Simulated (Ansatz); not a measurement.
# GaAs (F-43m) in Ansatz: band structure with HSE06

Aim: the band structure of GaAs with HSE06.

Program: Ansatz 0.2.0. These are calculated values, not measurements. Logs are shortened: lines on timing, memory, paths and dates and some standing lists are left out, and cuts for length are marked.

**Measured values to compare with.**

From “Evidence of valence band perturbations in GaAsN/GaAs(001): A combined variable-angle spectroscopic ellipsometry and modulated photoreflectance investigation”, 2008, arxiv:0805.2212, for a bulk crystal of GaAs at 300 K: band gap 1.418 ± 0.005 eV (direct).

The runs below are set against these values where they give the same quantity.

### Step 1. Starting point

It takes space group F-43m (No. 216, cubic). Conventional cell: a = 5.654 Å, b = 5.654 Å, c = 5.654 Å, α = 90.00°, β = 90.00°, γ = 90.00°. Around As (site symmetry -43m) lie 4 Ga at 2.45 Å. Ga (site symmetry -43m) is surrounded by 4 As at 2.45 Å.

### Step 2. Band structure, HSE06

File input:

```
crystal:
  lattice:
    - [0.0, 2.82685, 2.82685]
    - [2.82685, 0.0, 2.82685]
    - [2.82685, 2.82685, 0.0]
  atoms:
    - { symbol: As, position: [0.75, 0.75, 0.75] }
    - { symbol: Ga, position: [0.0, 0.0, 0.0] }
hamiltonian:
  xc: hse06
  pseudopotentials: { kind: paw }
kpoints:
  mp_grid: { grid: [6, 6, 6] }
  band_path:
    path:
      - [[0.0, 0.0, 0.0], [0.5, 0.0, 0.5], [0.5, 0.25, 0.75], [0.375, 0.375, 0.75], [0.0, 0.0, 0.0], [0.5, 0.5, 0.5], [0.625, 0.25, 0.625], [0.5, 0.25, 0.75], [0.5, 0.5, 0.5], [0.375, 0.375, 0.75]]
      - [[0.625, 0.25, 0.625], [0.5, 0.0, 0.5]]
    npoints: 4
scf:
  occupations: { method: fermi_dirac, width: 0.05 }
  n_extra_bands: 6
output:
  forces: true
  stress: true
  eigenvalues: true
  fatbands: false
  write_density: true
  write_potential: true
  elf: true
  volumetric_format: npy
```

Potentials or basis: Ansatz PAW.

The log of the run:

```text
Warning: output.stress: scf.convergence.dr2_threshold = 1e-7 eV (the SCF's general default) is looser than the 2e-10 eV advised for a printed stress (1e-10 eV for each atom of the cell: 2). What an SCF threshold leaves in a stress goes as its square root, and in the free energy as the threshold itself, and one threshold admits the most on a small cell: of the crystals measured, under no hybrid functional and no lock of the moments, on runs that ended without the residual-converged pass, on stresses that held no estimate of that error, the worst erred by over 100 MPa in a component at 1e-7 eV an atom and by under 5 at 1e-10. Set scf.convergence.dr2_threshold to 2e-10 eV or tighter. The threshold is an SCF's pass mark: one that does not reach it within its budget of iterations ends unconverged, or closes short of it on a stop that the run arms, and scf.convergence.dr2_threshold's page says what that costs each kind of run
Warning: output.stress: scf.exx.energy_threshold = 1e-6 eV is looser than the 2e-8 eV advised for a stress under a hybrid functional (1e-8 eV for each atom of the cell: 2). Every SCF of the exchange loop can meet its threshold on dr2 while the loop round them stops early: no threshold on dr2 bounds what that leaves in the stress. Set scf.exx.energy_threshold to 2e-8 eV or tighter. The threshold is the loop's pass mark: a loop that does not reach it within its budget of cycles ends unconverged, and scf.exx.energy_threshold's page has the law
scf.n_extra_bands = 6 over 14 filled bands (N_el = 28.0): the run solves 20 bands
GPUs: using 1 of 1 available (devices: 1).
Engine: ansatz 0.2.0, x86_64-unknown-linux-gnu
Pseudopotentials: kind: paw
Pseudopotential: As, paw, valence charge 15, recommended cutoff 420 eV (normal), As.paw.azcp
Pseudopotential: Ga, paw, valence charge 13, recommended cutoff 420 eV (normal), Ga.paw.azcp
Functional definition: HSE06
  parameter a = 0.25
  parameter omega = 0.11/bohr
  exchange = pbe_x - a*pbe_x_sr(omega) + a*exact_x_sr(omega)
  correlation = pbe_c
device memory: the entry about to start is reckoned to put 0.5 GiB on a device that reports 65.6 GiB free (of which the cap on the GPU budget leaves the run 18.0 GiB)
GPU FFT provider: cuFFT
GPU libraries: cuBLAS 13.8.2, cuFFT 12.4.0, cuSOLVER 12.3.4
Crystal: 2 atoms, lattice volume = 45.179 Å³
Basis set: ecut = 420 eV, 893 PW (Γ), exchange–correlation on 54×54×54 points (8 copies of the dense FFT grid, shifted against one another)
Bands: 20, of which v1, the nominal top of the filled ones, is band 14 counted from 1 (13 counted from 0)
Symmetry: 24 space group operations
Space group: F-43m (ITA 216), of the structure as read, at distance tolerance 3.6e-5 Å
k-points: 16 of 216 (time reversal used)
Non-local potential: As, projectors of the file, l = 0: 2, l = 1: 2, l = 2: 3, l = 3: 1
Non-local potential: Ga, projectors of the file, l = 0: 2, l = 1: 2, l = 2: 3, l = 3: 1
PAW form: soft (Blöchl's): semilocal exchange-correlation on the pseudo side does not see the compensation charge
PAW frozen core: As, regenerated for the run's functional, and the local potential with it (the file was generated under x = pbe(κ = 0.804, μ = 0.2195149727645171), c = pbe(β = 0.06672455060314922))
PAW frozen core: Ga, regenerated for the run's functional, and the local potential with it (the file was generated under x = pbe(κ = 0.804, μ = 0.2195149727645171), c = pbe(β = 0.06672455060314922))
PAW one-centre angular grid: As, 590 points (default); XC on 64 Gauss nodes
PAW one-centre angular grid: Ga, 590 points (default); XC on 64 Gauss nodes
Initial density: superposition of atomic densities (neutral atoms: chi_scale 0, normalization atom), corrected by the library's trained network
Initial wavefunctions: pseudopotential atomic-orbital guess
GPU buffer pool allocated for 19683 grid points (all kernels)
GPU transforms: local potential and band sums: pruned to the plane-wave sphere, on 25×27×27
Functional: x = pbe(κ = 0.804, μ = 0.2195149727645171), c = pbe(β = 0.06672455060314922), warm-up for x = pbe(κ = 0.804, μ = 0.2195149727645171) + 0.25 (exact − pbe) at short range (hse, ω = 0.20786987370883472 Å⁻¹), c = pbe(β = 0.06672455060314922); HSE06 as pw.x's `hse` composes it (authors' and Libxc's form: `xc: wpbeh`)
SCF iter   1: F=—  HF=-8639.815326 eV  |F-HF|=—  |Δ(HF+E_count)|=         —  Δρ=1.44e-3  dr2=1.75e-3  ethr=1.77e-3  ⟨swp⟩=8.2  Hψ=1321  notcnv=0
preconditioner: auto → none  [insulator: Δε(μ)=0.511 eV  Ē_g=17.240 eV  σ=0.050 eV  W_gap=0.99  n_scr=14 (ndim 8)  ℏωp=23.4 eV  f_vac=0.086  D(μ)=0.00/eV (n_scr^D=0)]
iter 2 solved again at ethr=5.09e-7 eV; its pass at ethr=6.26e-6 eV (dr2=1.43e-4 eV) is discarded
SCF iter   2: F=—  HF=-8639.815053 eV  |F-HF|=—  |Δ(HF+E_count)|=   2.72e-4  Δρ=4.39e-4  dr2=1.43e-4  ethr=5.09e-7  ⟨swp⟩=2.7  Hψ=1513  notcnv=0  defer=1
SCF iter   3: F=-8639.815063 eV  HF=-8639.815046 eV  |F-HF|=1.64e-5  |Δ(HF+E_count)|=   6.79e-6  Δρ=2.22e-4  dr2=2.65e-5  ethr=5.09e-7  ⟨swp⟩=3.2  Hψ=723  notcnv=0
SCF 1 stopped early in 3 iterations: F = -8639.815063 eV  dr2 = 2.65e-5
device memory: the entry about to start is reckoned to put 1.1 GiB on a device that reports 65.5 GiB free (of which the cap on the GPU budget leaves the run 18.0 GiB)
GPU FFT provider: cuFFT
GPU libraries: cuBLAS 13.8.2, cuFFT 12.4.0, cuSOLVER 12.3.4
Initial density: handed on by an earlier stage of this run
Initial wavefunctions: those handed on with the density
GPU buffer pool allocated for 19683 grid points (all kernels)
GPU transforms: local potential and band sums: pruned to the plane-wave sphere, on 25×27×27
Functional: x = pbe(κ = 0.804, μ = 0.2195149727645171) + 0.25 (exact − pbe) at short range (hse, ω = 0.20786987370883472 Å⁻¹), c = pbe(β = 0.06672455060314922); HSE06 as pw.x's `hse` composes it (authors' and Libxc's form: `xc: wpbeh`)
Exchange kernel: α = 0.2500, screened, ω = 0.2079 Å⁻¹, Wigner–Seitz truncation, v(0) = 1046.6314 eV·Å³, q-mesh 6×6×6, nearest image of the exchange supercell L = 23.99 Å, pair-density grid 15×15×15, without the augmentation charges, whose exchange is taken in its separable form by FFT convolution over the k-point mesh (sized by the pseudopotential files, 24×24×24 at the most), smooth part of the exact exchange by density-matrix convolution in up to 3.16 GiB of GPU memory as planned if the GPU has room (build and FFT work areas not counted)
Frozen-core exchange: fock
SCF iter   1: F=—  HF=-8641.596504 eV  |F-HF|=—  |Δ(HF+E_count)|=         —  Δρ=1.31e-2  dr2=2.99e-2  ethr=9.47e-7  ⟨swp⟩=6.0  Hψ=1539  notcnv=0
preconditioner: auto → none  [insulator: Δε(μ)=1.315 eV  Ē_g=20.014 eV  σ=0.050 eV  W_gap=1.00  n_scr=14 (ndim 8)  ℏωp=23.4 eV  f_vac=0.080  D(μ)=0.00/eV (n_scr^D=0)]
SCF iter   2: F=—  HF=-8641.576070 eV  |F-HF|=—  |Δ(HF+E_count)|=   2.04e-2  Δρ=2.84e-3  dr2=2.35e-3  ethr=9.47e-7  ⟨swp⟩=4.0  Hψ=1184  notcnv=0
SCF iter   3: F=—  HF=-8641.584679 eV  |F-HF|=—  |Δ(HF+E_count)|=   8.61e-3  Δρ=3.14e-3  dr2=1.47e-3  ethr=9.47e-7  ⟨swp⟩=4.1  Hψ=1073  notcnv=0
SCF iter   4: F=—  HF=-8641.584533 eV  |F-HF|=—  |Δ(HF+E_count)|=   1.46e-4  Δρ=1.14e-3  dr2=2.51e-4  ethr=9.47e-7  ⟨swp⟩=3.0  Hψ=717  notcnv=0
SCF iter   5: F=—  HF=-8641.584544 eV  |F-HF|=—  |Δ(HF+E_count)|=   1.15e-5  Δρ=4.11e-5  dr2=1.52e-5  ethr=6.46e-7  ⟨swp⟩=2.0  Hψ=544  notcnv=0
SCF iter   6: F=—  HF=-8641.584728 eV  |F-HF|=—  |Δ(HF+E_count)|=   1.83e-4  Δρ=2.07e-4  dr2=8.04e-6  ethr=4.97e-9  ⟨swp⟩=4.8  Hψ=1156  notcnv=0
SCF iter   7: F=-8641.584721 eV  HF=-8641.584721 eV  |F-HF|=2.33e-7  |Δ(HF+E_count)|=   6.71e-6  Δρ=1.90e-5  dr2=2.41e-7  ethr=4.97e-9  ⟨swp⟩=4.0  Hψ=773  notcnv=0
SCF 2 stopped early in 7 iterations: F = -8641.584721 eV  dr2 = 2.41e-7
hybrid outer 1: dexx = +1.005e-2 eV, tail = 6.38e-5 eV
GPU FFT provider: cuFFT
GPU libraries: cuBLAS 13.8.2, cuFFT 12.4.0, cuSOLVER 12.3.4
GPU buffer pool allocated for 19683 grid points (all kernels)
GPU transforms: local potential and band sums: pruned to the plane-wave sphere, on 25×27×27
Exchange kernel: α = 0.2500, screened, ω = 0.2079 Å⁻¹, Wigner–Seitz truncation, v(0) = 1046.6314 eV·Å³, q-mesh 6×6×6, nearest image of the exchange supercell L = 23.99 Å, pair-density grid 15×15×15, without the augmentation charges, whose exchange is taken in its separable form by FFT convolution over the k-point mesh (sized by the pseudopotential files, 24×24×24 at the most), smooth part of the exact exchange by density-matrix convolution in up to 3.16 GiB of GPU memory as planned if the GPU has room (build and FFT work areas not counted)
Frozen-core exchange: fock
SCF iter   1: F=—  HF=-8641.584826 eV  |F-HF|=—  |Δ(HF+E_count)|=         —  Δρ=6.99e-5  dr2=1.99e-6  ethr=1.14e-6  ⟨swp⟩=3.6  Hψ=681  notcnv=0
preconditioner: auto → none  [insulator: Δε(μ)=1.419 eV  Ē_g=19.835 eV  σ=0.050 eV  W_gap=1.00  n_scr=14 (ndim 8)  ℏωp=23.4 eV  f_vac=0.079  D(μ)=0.00/eV (n_scr^D=0)]
SCF iter   2: F=—  HF=-8641.584826 eV  |F-HF|=—  |Δ(HF+E_count)|=   5.74e-7  Δρ=2.78e-5  dr2=2.88e-7  ethr=5.55e-9  ⟨swp⟩=4.0  Hψ=983  notcnv=0
SCF iter   3: F=—  HF=-8641.584827 eV  |F-HF|=—  |Δ(HF+E_count)|=   6.87e-7  Δρ=1.49e-5  dr2=1.06e-7  ethr=6.00e-10  ⟨swp⟩=3.6  Hψ=793  notcnv=0
SCF iter   4: F=—  HF=-8641.584827 eV  |F-HF|=—  |Δ(HF+E_count)|=   2.26e-8  Δρ=1.27e-6  dr2=1.94e-9  ethr=3.27e-10  ⟨swp⟩=3.0  Hψ=614  notcnv=0
SCF iter   5: F=-8641.584827 eV  HF=-8641.584827 eV  |F-HF|=1.28e-9  |Δ(HF+E_count)|=   7.87e-9  Δρ=6.81e-7  dr2=1.60e-9  ethr=1.49e-12  ⟨swp⟩=4.2  Hψ=1096  notcnv=0
SCF 3 converged in 5 iterations: F = -8641.584827 eV  dr2 = 1.60e-9
  Residual-converged pass: ⟨swp⟩=1.2  Hψ=325  notcnv=0  max |occ|·‖R‖ = 2.1e-6 eV (tolerance 2.4e-6 eV)  dr2=1.60e-9  dr2_onsite=1.54e-9  max |Δocc| = 1.6e-20
hybrid outer 2: dexx = +8.773e-7 eV, tail = 3.38e-8 eV, Δε = 2.92e-3 eV (about 1.06e-4 eV left of the loop's levels)
device memory: the entry about to start is reckoned to put 0.4 GiB on a device that reports 66.5 GiB free (of which the cap on the GPU budget leaves the run 18.0 GiB)
NSCF: frozen V_eff on 42 k-points, pencils in batches of 32, up to order 88
hybrid SCF converged: 2 outer / 12 inner (+3 warm-up), last move |dexx| = 8.77e-7 eV, tail = 3.38e-8 eV
Stability not checked: this state was not tested for a lower state beside it, because the functional holds exact exchange (a hybrid, or Hartree-Fock), whose exchange loop this test does not read (fock_operator; see scf.lower_state_search)
Free energy (F): -8641.584827 eV
Frozen-core exchange: fock
Harris-Foulkes:  -8641.584827 eV  (|F-HF|=1.28e-9)
Internal energy: -8641.584827 eV  (E = F + TS)
E sigma→0 (E₀):  -8641.584827 eV
Entropy (-TS):   -0.000000 eV (-0.000 meV/atom)
Fermi energy:    8.517332 eV
--- Per-component energies (eV) ---
  E_band       = -387.494099
  E_kinetic    = 217.733768
  E_local      = -3919.854752  (includes V_loc(G=0)·N_el)
  E_nonlocal   = -244.715805
  E_hartree    = 1979.594970
  E_xc         = -119.375460
  E_vxc        = -109.996905  (∫ρ·V_xc dr)
  E_exx        = -109.369120  (= α·E_x^exact, valence–valence)
  E_paw        = -3746.222504  (= ΣΔE_a)
  E_vpaw       = -71.112112  (= ΣTr[D̂ρ^β])
  E_aug_tail   = -0.000141  (compensation charges beyond the density's cutoff)
  E_ewald      = -2698.727786
  E_core_change = -0.647998  (= ΣΔE_core)
  E_smearing   = -0.000000  (= −TS)
  E_closure    = -0.000000  (closes the sum)
  Σ components = -8641.584827   (vs F -8641.584827, Δ=-1.82e-12)
--- Forces (eV/Å), atoms counted from 1 ---
  atom   1  As     0.00000000     0.00000000    -0.00000000
  atom   2  Ga    -0.00000000     0.00000000     0.00000000
  max |Σ_I F_I| component: 2.36e-16 eV/Å
--- Stress (GPa, compression-positive) ---
        1.133646       0.000000      -0.000000
        0.000000       1.133646       0.000000
       -0.000000       0.000000       1.133646
  P = ⅓ Tr σ = 1.1336 GPa (11.336 kbar)
--- Band table (eV; the first three rows and the last of 16) ---
  k-point 0: bands = ["-30.7700", "-30.7700", "-30.7700", "-30.7585", "-30.7585", "-9.6485", "-9.6485", "-9.6485", "-9.5674", "-9.5674", "-6.1764", "7.7798", "7.7798", "7.7798", "9.2001", "12.3140", "12.3140", "12.3140", "16.3334", "18.9174"]
  k-point 1: bands = ["-30.7699", "-30.7698", "-30.7698", "-30.7584", "-30.7584", "-9.6620", "-9.6430", "-9.6430", "-9.5677", "-9.5677", "-5.8320", "4.9901", "7.3774", "7.3774", "10.2363", "12.8980", "12.8980", "13.3240", "17.7355", "17.7469"]
  k-point 2: bands = ["-30.7697", "-30.7693", "-30.7693", "-30.7583", "-30.7583", "-9.6879", "-9.6337", "-9.6337", "-9.5666", "-9.5666", "-4.9308", "1.9829", "6.7834", "6.7834", "9.7747", "13.3204", "13.3204", "16.0492", "17.4971", "18.4468"]
  k-point 15: bands = ["-30.7701", "-30.7688", "-30.7683", "-30.7586", "-30.7578", "-9.7211", "-9.6157", "-9.6066", "-9.5813", "-9.5618", "-3.3818", "0.5521", "4.1482", "4.3257", "11.7567", "12.0469", "15.9275", "16.2242", "20.1068", "21.3338"]
```

Wall time 72 s (1 × NVIDIA H100 80GB HBM3 with 2 threads of AMD EPYC 7R13 (Zen 3), shared host); peak memory 2.2 GiB.

Results:

| Item | Value |
| --- | --- |
| Free energy | -8641.5848 eV |
| Pressure | 1.1 GPa |
| Band gap on the k mesh | 1.42 eV, direct |
| Band gap along the path | 1.42 eV, direct |

Levels at the corners of the path, in eV from the valence-band top:
| point | band 11 | band 12 | band 13 | band 14 | band 15 | band 16 | band 17 | band 18 |
| --- | --- | --- | --- | --- | --- | --- | --- | --- |
| Γ | -13.96 | 0.00 | 0.00 | 0.00 | 1.42 | 4.53 | 4.53 | 4.53 |
| X | -11.21 | -7.39 | -2.91 | -2.91 | 2.06 | 2.32 | 11.53 | 11.53 |
| W | -11.15 | -7.17 | -3.84 | -3.60 | 5.45 | 5.63 | 6.39 | 6.86 |
| K | -11.25 | -7.17 | -4.19 | -2.45 | 2.63 | 5.50 | 9.09 | 9.19 |
| Γ | -13.96 | 0.00 | 0.00 | 0.00 | 1.42 | 4.53 | 4.53 | 4.53 |
| L | -12.03 | -7.22 | -1.23 | -1.23 | 1.76 | 5.46 | 5.46 | 8.63 |
| U | -11.25 | -7.17 | -4.19 | -2.45 | 2.63 | 5.50 | 9.09 | 9.19 |
| W | -11.15 | -7.17 | -3.84 | -3.60 | 5.45 | 5.63 | 6.39 | 6.86 |
| L | -12.03 | -7.22 | -1.23 | -1.23 | 1.76 | 5.46 | 5.46 | 8.63 |
| K | -11.25 | -7.17 | -4.19 | -2.45 | 2.63 | 5.50 | 9.09 | 9.19 |
| U | -11.25 | -7.17 | -4.19 | -2.45 | 2.63 | 5.50 | 9.09 | 9.19 |
| X | -11.21 | -7.39 | -2.91 | -2.91 | 2.06 | 2.32 | 11.53 | 11.53 |

Caveat: the PAW data sets come from PBE, with cores solved anew for the run's functional, which leaves a small shift of forces and pressure; the thresholds are loose for stress.

### Step 3. How close it comes

Step 2. Against the measured gap of GaAs, 1.418 eV (direct; 300 K; “Evidence of valence band perturbations in GaAsN/GaAs(001): A combined variable-angle spectroscopic ellipsometry and modulated photoreflectance investigation”, 2008, arxiv:0805.2212), the calculated 1.42 eV is off by 0.00 eV. 3 values of this kind are on record (1.412 to 1.51 eV); this one was drawn at random among those near their median, those with a stated uncertainty first. Spin-orbit coupling on As, Ga is left out. The value is that of HSE06, without temperature or zero-point motion.
